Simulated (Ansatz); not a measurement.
Method: DFT PBE, scalar-relativistic, plane waves, PAW in Ansatz. Settings: cutoff 420 eV, Γ-centred meshes spaced at most about 0.3 Å⁻¹, and about 0.25 Å⁻¹ or finer for metals (2π included), Gaussian smearing. No spin polarisation.

These are static total energies at zero pressure.

Two relaxed structures of NaI2:

A.

```
CELL_PARAMETERS angstrom
3.91874 0.00000 0.00000
-1.95937 3.39373 0.00000
0.00000 0.00000 18.21076
ATOMIC_POSITIONS crystal
Na 0.33333 0.66667 0.25000
Na 0.66667 0.33333 0.75000
I 0.33333 0.66667 0.62633
I 0.66667 0.33333 0.12633
I 0.33333 0.66667 0.87367
I 0.66667 0.33333 0.37367
```

B.

```
CELL_PARAMETERS angstrom
0.00000 3.87846 3.87846
3.87846 0.00000 3.87846
3.87846 3.87846 0.00000
ATOMIC_POSITIONS crystal
Na 0.00000 0.00000 0.00000
I 0.25000 0.25000 0.25000
I 0.75000 0.75000 0.75000
```

Problem. Which form is favoured at zero pressure, and by what margin per atom?

Solution. B is lower, by 34 meV/atom. A has the 2H molybdenite type, space group P6_3/mmc (No. 194), 40.4 Å³/atom and no gap on its mesh; B has the fluorite type, space group Fm-3m (No. 225), 38.9 Å³/atom and no gap. Counting I atoms around Na (those within 1.25 times the shortest such distance or 1.15 times the sum of covalent radii), A has Na 6 and B has Na 8. In A, around Na lie 6 I at 3.19 Å and 6 Na at 3.92 Å; around I lie 3 Na at 3.19 Å. In B, Na has 8 I at 3.36 Å; around I lie 4 Na at 3.36 Å and 6 I at 3.88 Å. Both come from invented guesses.

No dispersion correction is applied, so the spacing and binding between layers, chains or molecules are poorly described (P6_3/mmc), and this can change margins and order among such cells. These runs have no spin–orbit coupling, which can matter for I. In Fm-3m an odd number of electrons in the primitive cell allows no gap without spin; a larger cell or a magnetic state could open one. Cells relaxed within their symmetry can be saddle points.
